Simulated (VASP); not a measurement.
A run of VASP 6.6.1 is set up as follows.

INCAR

```
SYSTEM = Si
  PREC = Accurate
  ENCUT = 250
  EDIFF = 1E-7
  ISMEAR = 0
  SIGMA = 0.02
  LREAL = .False.
  LASPH = .True.
  NELM = 100
  ALGO = Normal
  ISIF = 2
  LWAVE = .False.
  LCHARG = .False.
  GGA = PE
  NBANDS = 11
```

The input KPOINTS:

```
regular mesh
0
Gamma
  10 10 10
  0 0 0
```

The input POSCAR:

```
Si                                      
1.0
    0.0000000000      2.7324484597      2.7324484597
    2.7324484597      0.0000000000      2.7324484597
    2.7324484597      2.7324484597      0.0000000000
  Si            
     2
Direct
     0.7500000000000000    0.7500000000000000    0.7500000000000000
     0.5000000000000000    0.5000000000000000    0.5000000000000000
```

File KPOINTS_OPT:

```
path GXWKGLUWLK,UX
20
line-mode
reciprocal
 0.0000000000  0.0000000000  0.0000000000  G
 0.5000000000  0.0000000000  0.5000000000  X

 0.5000000000  0.0000000000  0.5000000000  X
 0.5000000000  0.2500000000  0.7500000000  W

 0.5000000000  0.2500000000  0.7500000000  W
 0.3750000000  0.3750000000  0.7500000000  K

 0.3750000000  0.3750000000  0.7500000000  K
 0.0000000000  0.0000000000  0.0000000000  G

 0.0000000000  0.0000000000  0.0000000000  G
 0.5000000000  0.5000000000  0.5000000000  L

 0.5000000000  0.5000000000  0.5000000000  L
 0.6250000000  0.2500000000  0.6250000000  U

 0.6250000000  0.2500000000  0.6250000000  U
 0.5000000000  0.2500000000  0.7500000000  W

 0.5000000000  0.2500000000  0.7500000000  W
 0.5000000000  0.5000000000  0.5000000000  L

 0.5000000000  0.5000000000  0.5000000000  L
 0.3750000000  0.3750000000  0.7500000000  K

 0.6250000000  0.2500000000  0.6250000000  U
 0.5000000000  0.0000000000  0.5000000000  X
```

Potentials or basis: VASP PAW PBE potentials, release 64 (Si).

Launch:

```sh
$ cat potpaw_PBE.64/Si/POTCAR > POTCAR
$ mpirun -np 1 vasp_std > vasp.out
```

(1) Predict the band gap on the k mesh.

(2) Estimate the band gap along the path.

Results:

(1) 0.62 eV, indirect (least direct gap 2.56 eV).

(2) 0.61 eV, indirect (least direct gap 2.56 eV).
